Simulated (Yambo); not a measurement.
# MgS (F-43m) in Yambo: convergence with bands in sums

Aim: find how far bands in sums must go before the results for MgS settle, at PBEsol. This setting moves, with any that are tied to it; all else stays.

Program: Yambo 5.3.0. These are calculated values, not measurements. Logs are shortened: lines on timing, memory, paths and dates and some standing lists are left out, and cuts for length are marked.

## (1) The crystal as given

It takes space group F-43m (No. 216, cubic). Conventional cell: a = 5.666 Å, b = 5.666 Å, c = 5.666 Å, α = 90.00°, β = 90.00°, γ = 90.00°. S (site symmetry -43m) has 4 Mg at 2.45 Å as nearest neighbours. Around Mg (site symmetry -43m) lie 4 S at 2.45 Å.

The cell comes from a database or a generator and needn't be the stable form of this composition.

## (2) With bands in sums 13

File g0w00.in:

```
gw0
dyson
el_el_corr
rim_cut
HF_and_locXC
ppa
em1d
RandQpts= 1000000
RandGvec= 50 RL
EXXRLvcs= 84 Ry
VXCRLvcs= 84 Ry
Chimod= "HARTREE"
% BndsRnXp
 1 | 13 |
%
NGsBlkXp= 4 Ry
% LongDrXp
 1 | 1 | 1 |
%
PPAPntXp= 27.21138 eV
% GbndRnge
 1 | 13 |
%
GTermKind= "none"
DysSolver= "n"
ExtendOut
% QPkrange
 1 | 1 | 7 | 9 |
%
```

File scf.in:

```
&CONTROL
  calculation = 'scf'
  prefix = 'pwscf'
  outdir = './tmp'
  pseudo_dir = './pseudo'
/
&SYSTEM
  ibrav = 0
  nat = 2
  ntyp = 2
  ecutwfc = 84
  nbnd = 14
  occupations = 'smearing'
  smearing = 'fd'
  degauss = 0.00367493
  force_symmorphic = .true.
/
&ELECTRONS
  conv_thr = 4d-10
  electron_maxstep = 120
  mixing_beta = 0.5
/
ATOMIC_SPECIES
S     32.0600 S.upf
Mg    24.3050 Mg.upf
CELL_PARAMETERS bohr
   0.0000000000    5.3538209666    5.3538209666
   5.3538209666    0.0000000000    5.3538209666
   5.3538209666    5.3538209666    0.0000000000
ATOMIC_POSITIONS bohr
S      2.6769104833    2.6769104833    2.6769104833
Mg     0.0000000000    0.0000000000    0.0000000000
K_POINTS automatic
8 8 8 0 0 0
```

File nscf.in:

```
&CONTROL
  calculation = 'nscf'
  prefix = 'pwscf'
  outdir = './tmp'
  pseudo_dir = './pseudo'
/
&SYSTEM
  ibrav = 0
  nat = 2
  ntyp = 2
  ecutwfc = 84
  nbnd = 208
  occupations = 'fixed'
  force_symmorphic = .true.
/
&ELECTRONS
  conv_thr = 1d-08
  diago_full_acc = .true.
  diago_thr_init = 1d-06
/
ATOMIC_SPECIES
S     32.0600 S.upf
Mg    24.3050 Mg.upf
CELL_PARAMETERS bohr
   0.0000000000    5.3538209666    5.3538209666
   5.3538209666    0.0000000000    5.3538209666
   5.3538209666    5.3538209666    0.0000000000
ATOMIC_POSITIONS bohr
S      2.6769104833    2.6769104833    2.6769104833
Mg     0.0000000000    0.0000000000    0.0000000000
K_POINTS automatic
4 4 4 0 0 0
```

Potentials or basis: PseudoDojo 0.4.1 SR PBEsol standard.

Command:

```console
> OMP_NUM_THREADS=1 pw.x -in scf.in > scf.out
> OMP_NUM_THREADS=1 pw.x -in nscf.in > nscf.out
> cd tmp/pwscf.save; p2y; mv SAVE ../..; cd ../..
> OMP_NUM_THREADS=1 yambo
> OMP_NUM_THREADS=1 yambo -F g0w00.in -J g0w00 -C g0w00_out
```

Yambo's report:

```text
[... sections 02.01 to 02.04 as in the set-up run ...]

  [02.05] Energies & Occupations
  ==============================

  [X] === General ===
  [X] Electronic Temperature                        :  0.000000  0.000000 [eV K]
  [X] Bosonic    Temperature                        :  0.000000  0.000000 [eV K]
  [X] Finite Temperature mode                       : no
  [X] El. density                                   :  0.35180E+24 [cm-3]
  [X] Fermi Level                                   :  3.032460 [eV]

  [X] === Gaps and Widths ===
  [X] Conduction Band Min                           :  3.276272 [eV]
  [X] Valence Band Max                              :  0.000000 [eV]
  [X] Filled Bands                                  :   8
  [X] Empty Bands                                   :    9  208
  [X] Direct Gap                                    :  3.276272 [eV]
  [X] Direct Gap localized at k                     :  1
  [X] Indirect Gap                                  :  3.276272 [eV]
  [X] Indirect Gap between kpts                     :  1  1
  [X] Last valence band width                       :  1.353134 [eV]
  [X] 1st conduction band width                     :  2.971934 [eV]

 [03] Transferred momenta grid and indexing
 ==========================================

 IBZ Q-points                                      :   8
 BZ  Q-points                                      :   64

 K/Q-points units:
 rlu = crystal or reduced units; cc = cartesian coordinates; iku = interal k-units

 Q [1]          [rlu]:  0.000000  0.000000  0.000000
 Q [2]          [rlu]: -0.26566E-17 -0.26566E-17  0.25000
 Q [3]          [rlu]:  0.53133E-17  0.53133E-17 -0.50000
 Q [4]          [rlu]:  0.88949E-17  0.25000      0.25000
 Q [5]          [rlu]:  0.18450E-16  0.25000      0.50000
 Q [6]          [rlu]:  0.53133E-17  0.25000     -0.25000
 Q [7]          [rlu]: -0.17790E-16 -0.50000     -0.50000
 Q [8]          [rlu]:  0.250000 -0.500000 -0.250000

 [04] Coloumb potential Random Integration (RIM)
 ===============================================

  [04.01] RIM initialization
  ==========================

  * Diagonal components only detected *

  8 x (sBL volume)        :  0.101025 [a.u.]
  sBZ random points       :  1000000
  Points outside the sBZ  :   7996195
  RL volume               :  0.808199 [a.u.]
  Integrated volume       :  0.808583 [a.u.]

  [04.02] RIM integrals
  =====================

  Gamma point sphere radius             :  0.084481 [a.u.]
  Points outside the sphere             :   799659
  [Int_sBZ(q=0) 1/q^2]*(Vol_sBZ)^(-1/3) =:  7.764404
                                 should be <:  7.795600
  [WR./g0w00//ndb.RIM]------------------------------------------------------------
   Brillouin Zone Q/K grids (IBZ/BZ)                :    8   64    8   64
   Coulomb cutoff potential                         : none
   Coulombian RL components                         :   51
   Coulombian diagonal components                   : yes
   RIM random points                                :  1000000
[... 110 lines left out ...]

  Local XC kind (lXC) : Perdew, Burke & Ernzerhof SOL(X)+Perdew, Burke & Ernzerhof SOL(C)
  Non-Local XC kind (nlXC) : Hartree-Fock

  Corrections @ K [1] :  [eV]
 <7|nlXC|7> = -16.20542 -0.83220E-17 <7|lXC|7> = -12.80540  0.000000
 <8|nlXC|8> = -16.20542 -0.70178E-17 <8|lXC|8> = -12.80540  0.000000
 <9|nlXC|9> = -5.033057 -0.13913E-18 <9|lXC|9> = -9.433053  0.000000

 [08] Dyson equation: Newton solver
 ==================================

  [08.01] G0W0 (W PPA)
  ====================

  [  GW  ] Bands range     :   1  13
  [GW/PPA] G damping       :  0.100000 [eV]

  QP @ state[ 1 ] K range:  1  1
  QP @ state[ 1 ] b range:   7   9

   Current Q-pt index             :  1
   :: PP condition fails/total    :  0.264292
   :: Time ordering fails/rest    :  0.499805
   :: Mean rel dev of PP cond     :  0.264240
   Current Q-pt index             :  2
   :: PP condition fails/total    :  0.247630
   :: Time ordering fails/rest    :  0.499809
   :: Mean rel dev of PP cond     :  0.247558
   Current Q-pt index             :  3
   :: PP condition fails/total    :  0.220626
   :: Time ordering fails/rest    :  0.498341
   :: Mean rel dev of PP cond     :  0.220563
   Current Q-pt index             :   4
[... 5 lines left out ...]
   :: Time ordering fails/rest    :  0.500187
   :: Mean rel dev of PP cond     :  0.232038
   Current Q-pt index             :   6
   :: PP condition fails/total    :  0.247055
   :: Time ordering fails/rest    :  0.502480
   :: Mean rel dev of PP cond     :  0.246968
   Current Q-pt index             :   7
   :: PP condition fails/total    :  0.216030
   :: Time ordering fails/rest    :  0.499084
   :: Mean rel dev of PP cond     :  0.215965
   Current Q-pt index             :   8
   :: PP condition fails/total    :  0.224648
   :: Time ordering fails/rest    :  0.498333
   :: Mean rel dev of PP cond     :  0.224569

  [08.02] QP properties and I/O
  =============================

  Legend (energies in eV)
  - B  : Band       - Eo  : bare energy
  - E  : QP energy  - Z   : Renormalization factor
  - So : Sc(Eo)     - S   : Sc(E)
  - dSp: Sc derivative precision

  - lXC: Local XC (Perdew, Burke & Ernzerhof SOL(X)+Perdew, Burke & Ernzerhof SOL(C))
  -nlXC: non-Local XC (Hartree-Fock)

  QP [eV] @ K [1] (iku):  0.000000  0.000000  0.000000
   B=7 Eo= -0.00 E= -0.25 E-Eo= -0.25 Re(Z)=0.80 Im(Z)=-0.190699E-2 nlXC= -16.2054 lXC= -12.8054 So=  3.08590
   B=8 Eo=  0.00 E= -0.25 E-Eo= -0.25 Re(Z)=0.80 Im(Z)=-0.190379E-2 nlXC= -16.2054 lXC= -12.8054 So=  3.08727
   B=9 Eo=  3.28 E=  5.10 E-Eo=  1.82 Re(Z)=0.84 Im(Z)=-0.160501E-2 nlXC= -5.03306 lXC= -9.43305 So= -2.21786

  [WR./g0w00//ndb.QP]-------------------------------------------------------------
   Lattice constants                                :  5.353821  5.353821  5.353821
   Coulomb cutoff potential                         : none
   Electronic Temperature                           :  0.000000 [K]
   Bosonic    Temperature                           :  0.000000 [K]
   Green`s function   energies                      : Perdew, Burke & Ernzerhof SOL(X)+Perdew, Burke & Ernzerhof SOL(C)
   wavefunctions                                    : Perdew, Burke & Ernzerhof SOL(X)+Perdew, Burke & Ernzerhof SOL(C)
   PPA    diel. fun.  energies                      : Perdew, Burke & Ernzerhof SOL(X)+Perdew, Burke & Ernzerhof SOL(C)
   wavefunctions                                    : Perdew, Burke & Ernzerhof SOL(X)+Perdew, Burke & Ernzerhof SOL(C)
   QP tot states                                    :  3
   GW solver                                        : Newton
   GW approximation                                 : PPA
   PPA imaginary Energy                             :  27.21138 ev
   RIM G`s                                          :   51
   RIM random pts                                   :  1000000
   dS/dw steps                                      :  2
   dS/dw step                                       :  0.100000 ev
   X G`s                                            :   59 used
   X G`s                                            :   59 disk
   X bands                                          :   1  13
   X poles                                          :  100.0000 o/o
   X e/h E range                                    : -1.000000 -1.000000 ev
   X Hxc Kernel                                     : HARTREE
   X BZ energy Double Grid                          : no
   X Optical Averaged directions                    : none
   Sc/G bands                                       :   1  13
   Sc/G damping                                     :  0.100000 ev
   Sc bands terminator                              : no
   Sx RL components                                 :   4015

   QP @ state[ 1 ] K range                          :  1  1
   QP @ state[ 1 ] b range                          :   7   9
   GF energies kind                                 : Perdew, Burke & Ernzerhof SOL(X)+Perdew, Burke & Ernzerhof SOL(C)
   GF WF`s kind                                     : Perdew, Burke & Ernzerhof SOL(X)+Perdew, Burke & Ernzerhof SOL(C)
   Xs energies kind                                 : Perdew, Burke & Ernzerhof SOL(X)+Perdew, Burke & Ernzerhof SOL(C)
   Xs WF`s kind                                     : Perdew, Burke & Ernzerhof SOL(X)+Perdew, Burke & Ernzerhof SOL(C)
```

r_setup:

```text
[02] CORE Variables Setup
 =========================

  [02.01] Unit cells
  ==================

  Cell kind             :  FCC
  Atoms in the cell     :  S  Mg
  number of S  atoms    :  1
  number of Mg atoms    :  1
[... 231 lines left out ...]

  [03.01] X indexes
  =================

   [03.01.01] Sigma indexes
   ========================

   [WR./SAVE//ndb.kindx]-----------------------------------------------------------
    Fragmentation                                    : no
    Polarization last K ( bz)                        :   64
    Polarization last K (ibz)                        :   8
    QP states                                        :   1   8
    X grid is uniform                                : yes
    Grids (string)                                   :  X S
    Grids (int-vector)                               :  1  0  0  1
```

o-g0w00.qp:

```text
# GW solver                                       : Newton
# GW approximation                                : PPA
# PPA imaginary Energy                            :   27.2113800    [ev]
[... 30 lines left out ...]
        1                   8                 0.000000          -0.249820          -0.249820          -12.80540          -16.20542           3.087268           3.150207          -6.850179           0.798884          -0.001904           16.51359           39.85880
        1                   9                 3.276272           5.100486           1.824214          -9.433053          -5.033057          -2.217863          -2.575782          -5.338473           0.835988          -0.001605          -15.22805           43.22364
#
```

Run time: 3.6 min. Hardware: 1 thread of Intel Xeon at 2.50GHz (Skylake/Cascade Lake), shared host; peak memory 0.27 GiB.

Results:

| Quantity | Value |
| --- | --- |
| Band gap on the k mesh, mean-field level | 3.28 eV, direct |
| Quasiparticle gap | 5.35 eV |
| Least direct quasiparticle gap | 5.35 eV |
| Quasiparticle gap at Γ | 5.35 eV |
| Band gap of the same states before the correction | 3.28 eV |

## (3) With bands in sums 18

File g0w01.in:

```
gw0
dyson
el_el_corr
rim_cut
HF_and_locXC
ppa
em1d
RandQpts= 1000000
RandGvec= 50 RL
EXXRLvcs= 84 Ry
VXCRLvcs= 84 Ry
Chimod= "HARTREE"
% BndsRnXp
 1 | 18 |
%
NGsBlkXp= 4 Ry
% LongDrXp
 1 | 1 | 1 |
%
PPAPntXp= 27.21138 eV
% GbndRnge
 1 | 18 |
%
GTermKind= "none"
DysSolver= "n"
ExtendOut
% QPkrange
 1 | 1 | 7 | 9 |
%
```

scf.in is that of step 2.

nscf.in is that of step 2.

Potentials or basis: PseudoDojo 0.4.1 SR PBEsol standard.

Command:

```console
> OMP_NUM_THREADS=1 pw.x -in scf.in > scf.out
> OMP_NUM_THREADS=1 pw.x -in nscf.in > nscf.out
> cd tmp/pwscf.save; p2y; mv SAVE ../..; cd ../..
> OMP_NUM_THREADS=1 yambo
> mkdir -p g0w01; ln -s $PWD/g0w00/ndb.RIM g0w01/
> OMP_NUM_THREADS=1 yambo -F g0w01.in -J g0w01 -C g0w01_out
```

Wall time 3.6 min (1 thread of Intel Xeon at 2.50GHz (Skylake/Cascade Lake), shared host); peak memory 0.27 GiB.

Results:

* Band gap on the k mesh, mean-field level: 3.28 eV, direct
* Quasiparticle gap: 5.24 eV
* Least direct quasiparticle gap: 5.24 eV
* Quasiparticle gap at Γ: 5.24 eV
* Band gap of the same states before the correction: 3.28 eV

## (4) With bands in sums 28

File g0w02.in:

```
gw0
dyson
el_el_corr
rim_cut
HF_and_locXC
ppa
em1d
RandQpts= 1000000
RandGvec= 50 RL
EXXRLvcs= 84 Ry
VXCRLvcs= 84 Ry
Chimod= "HARTREE"
% BndsRnXp
 1 | 28 |
%
NGsBlkXp= 4 Ry
% LongDrXp
 1 | 1 | 1 |
%
PPAPntXp= 27.21138 eV
% GbndRnge
 1 | 28 |
%
GTermKind= "none"
DysSolver= "n"
ExtendOut
% QPkrange
 1 | 1 | 7 | 9 |
%
```

scf.in is that of step 3.

nscf.in is that of step 3.

Command:

```console
> OMP_NUM_THREADS=1 pw.x -in scf.in > scf.out
> OMP_NUM_THREADS=1 pw.x -in nscf.in > nscf.out
> cd tmp/pwscf.save; p2y; mv SAVE ../..; cd ../..
> OMP_NUM_THREADS=1 yambo
> mkdir -p g0w02; ln -s $PWD/g0w00/ndb.RIM g0w02/
> OMP_NUM_THREADS=1 yambo -F g0w02.in -J g0w02 -C g0w02_out
```

Wall time 4 min (1 thread of Intel Xeon at 2.50GHz (Skylake/Cascade Lake), shared host); peak memory 0.29 GiB.

It converged, with:

```yaml
Band_gap_on_the_k_mesh_mean-field_level: 3.28 eV, direct
Quasiparticle_gap: 5.25 eV
Least_direct_quasiparticle_gap: 5.25 eV
Quasiparticle_gap_at_Γ: 5.25 eV
Band_gap_of_the_same_states_before_the_correction: 3.28 eV
```

## (5) With bands in sums 48

File g0w03.in:

```
gw0
dyson
el_el_corr
rim_cut
HF_and_locXC
ppa
em1d
RandQpts= 1000000
RandGvec= 50 RL
EXXRLvcs= 84 Ry
VXCRLvcs= 84 Ry
Chimod= "HARTREE"
% BndsRnXp
 1 | 48 |
%
NGsBlkXp= 4 Ry
% LongDrXp
 1 | 1 | 1 |
%
PPAPntXp= 27.21138 eV
% GbndRnge
 1 | 48 |
%
GTermKind= "none"
DysSolver= "n"
ExtendOut
% QPkrange
 1 | 1 | 7 | 9 |
%
```

scf.in is that of step 4.

nscf.in is that of step 4.

Command:

```console
> OMP_NUM_THREADS=1 pw.x -in scf.in > scf.out
> OMP_NUM_THREADS=1 pw.x -in nscf.in > nscf.out
> cd tmp/pwscf.save; p2y; mv SAVE ../..; cd ../..
> OMP_NUM_THREADS=1 yambo
> mkdir -p g0w03; ln -s $PWD/g0w00/ndb.RIM g0w03/
> OMP_NUM_THREADS=1 yambo -F g0w03.in -J g0w03 -C g0w03_out
```

It took 4.7 min on 1 thread of Intel Xeon at 2.50GHz (Skylake/Cascade Lake), shared host; peak memory 0.33 GiB.

Results (log left out):

```
Band gap on the k mesh, mean-field level          : 3.28 eV, direct
Quasiparticle gap                                 : 5.27 eV
Least direct quasiparticle gap                    : 5.27 eV
Quasiparticle gap at Γ                            : 5.27 eV
Band gap of the same states before the correction : 3.28 eV
```

## (6) With bands in sums 88

File g0w04.in:

```
gw0
dyson
el_el_corr
rim_cut
HF_and_locXC
ppa
em1d
RandQpts= 1000000
RandGvec= 50 RL
EXXRLvcs= 84 Ry
VXCRLvcs= 84 Ry
Chimod= "HARTREE"
% BndsRnXp
 1 | 88 |
%
NGsBlkXp= 4 Ry
% LongDrXp
 1 | 1 | 1 |
%
PPAPntXp= 27.21138 eV
% GbndRnge
 1 | 88 |
%
GTermKind= "none"
DysSolver= "n"
ExtendOut
% QPkrange
 1 | 1 | 7 | 9 |
%
```

scf.in is that of step 5.

nscf.in is that of step 5.

Potentials or basis: PseudoDojo 0.4.1 SR PBEsol standard.

Command:

```console
> OMP_NUM_THREADS=1 pw.x -in scf.in > scf.out
> OMP_NUM_THREADS=1 pw.x -in nscf.in > nscf.out
> cd tmp/pwscf.save; p2y; mv SAVE ../..; cd ../..
> OMP_NUM_THREADS=1 yambo
> mkdir -p g0w04; ln -s $PWD/g0w00/ndb.RIM g0w04/
> OMP_NUM_THREADS=1 yambo -F g0w04.in -J g0w04 -C g0w04_out
```

Run time: 5.7 min. Hardware: 1 thread of Intel Xeon at 2.50GHz (Skylake/Cascade Lake), shared host; peak memory 0.4 GiB.

The run converged. Its results:

| Property | Result |
| --- | --- |
| Band gap on the k mesh, mean-field level | 3.28 eV, direct |
| Quasiparticle gap | 5.28 eV |
| Least direct quasiparticle gap | 5.28 eV |
| Quasiparticle gap at Γ | 5.28 eV |
| Band gap of the same states before the correction | 3.28 eV |

## (7) With bands in sums 128

File g0w05.in:

```
gw0
dyson
el_el_corr
rim_cut
HF_and_locXC
ppa
em1d
RandQpts= 1000000
RandGvec= 50 RL
EXXRLvcs= 84 Ry
VXCRLvcs= 84 Ry
Chimod= "HARTREE"
% BndsRnXp
 1 | 128 |
%
NGsBlkXp= 4 Ry
% LongDrXp
 1 | 1 | 1 |
%
PPAPntXp= 27.21138 eV
% GbndRnge
 1 | 128 |
%
GTermKind= "none"
DysSolver= "n"
ExtendOut
% QPkrange
 1 | 1 | 7 | 9 |
%
```

scf.in is that of step 6.

nscf.in is that of step 6.

Command:

```console
> OMP_NUM_THREADS=1 pw.x -in scf.in > scf.out
> OMP_NUM_THREADS=1 pw.x -in nscf.in > nscf.out
> cd tmp/pwscf.save; p2y; mv SAVE ../..; cd ../..
> OMP_NUM_THREADS=1 yambo
> mkdir -p g0w05; ln -s $PWD/g0w00/ndb.RIM g0w05/
> OMP_NUM_THREADS=1 yambo -F g0w05.in -J g0w05 -C g0w05_out
```

Wall time 7.4 min (1 thread of Intel Xeon at 2.50GHz (Skylake/Cascade Lake), shared host); peak memory 0.47 GiB.

It converged, with:

```yaml
Band_gap_on_the_k_mesh_mean-field_level: 3.28 eV, direct
Quasiparticle_gap: 5.29 eV
Least_direct_quasiparticle_gap: 5.29 eV
Quasiparticle_gap_at_Γ: 5.29 eV
Band_gap_of_the_same_states_before_the_correction: 3.28 eV
```

## (8) With bands in sums 208

File g0w06.in:

```
gw0
dyson
el_el_corr
rim_cut
HF_and_locXC
ppa
em1d
RandQpts= 1000000
RandGvec= 50 RL
EXXRLvcs= 84 Ry
VXCRLvcs= 84 Ry
Chimod= "HARTREE"
% BndsRnXp
 1 | 208 |
%
NGsBlkXp= 4 Ry
% LongDrXp
 1 | 1 | 1 |
%
PPAPntXp= 27.21138 eV
% GbndRnge
 1 | 208 |
%
GTermKind= "none"
DysSolver= "n"
ExtendOut
% QPkrange
 1 | 1 | 7 | 9 |
%
```

scf.in is that of step 7.

nscf.in is that of step 7.

Command:

```console
> OMP_NUM_THREADS=1 pw.x -in scf.in > scf.out
> OMP_NUM_THREADS=1 pw.x -in nscf.in > nscf.out
> cd tmp/pwscf.save; p2y; mv SAVE ../..; cd ../..
> OMP_NUM_THREADS=1 yambo
> mkdir -p g0w06; ln -s $PWD/g0w00/ndb.RIM g0w06/
> OMP_NUM_THREADS=1 yambo -F g0w06.in -J g0w06 -C g0w06_out
```

Wall time 10 min (1 thread of Intel Xeon at 2.50GHz (Skylake/Cascade Lake), shared host); peak memory 0.61 GiB.

It converged, with:

```yaml
Band_gap_on_the_k_mesh_mean-field_level: 3.28 eV, direct
Quasiparticle_gap: 5.28 eV
Least_direct_quasiparticle_gap: 5.28 eV
Quasiparticle_gap_at_Γ: 5.28 eV
Band_gap_of_the_same_states_before_the_correction: 3.28 eV
```

## (9) The series at a glance

```tsv
bands in sums	quasiparticle gap at the points computed (eV)	peak memory (GiB)
13	5.350	0.27
18	5.239	0.27
28	5.247	0.29
48	5.267	0.33
88	5.281	0.4
128	5.286	0.47
208	5.283	0.61
```

Against the tightest run, the quasiparticle gap at the points computed stays within 0.05 eV from 18 on. The tightest run that finished is the yardstick and may itself not be fully converged.

Caveats: all runs use coarse meshes; the screening block or the number of bands is too small for a converged GW gap; this version prints the column dSc/dw multiplied by 27.2.
